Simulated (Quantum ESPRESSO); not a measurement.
The system is WC.

```
W C
1.0
     0.00000    2.19268    2.19268
     2.19268    0.00000    2.19268
     2.19268    2.19268    0.00000
W C
1 1
Direct
  0.00000 0.00000 0.00000
  0.50000 0.50000 0.50000
```

Measurements of this composition are mostly on another form, of space group No. 187.

Base run:

| Quantity | Value |
| --- | --- |
| Program | Quantum ESPRESSO 7.5 |
| Functional | PBEsol |
| Potentials or basis | GBRV 1.5 PBEsol |
| Cutoff | 762 eV |
| Density cutoff | 6095 eV |
| k mesh | 10 × 10 × 10 |
| Occupations | fermi-dirac, width 0.05 eV |
| Spin | no spin polarisation |
| Hubbard terms | W d U = 2 eV |

Its results: band gap on the k mesh none (metal or under the smearing width); pressure -9.1 GPa.

**Question.** The run is repeated on the same cell with these changes: hubbard terms from W d U = 2 eV to W d U = 8 eV. What comes out?

**Answer.** Band gap on the k mesh none (metal or under the smearing width); pressure -7.5 GPa.

Caveats: U without spin polarisation on a metal has little footing; the U is typed as a test and isn't derived for this compound.

Not every run made on this cell is shown here.
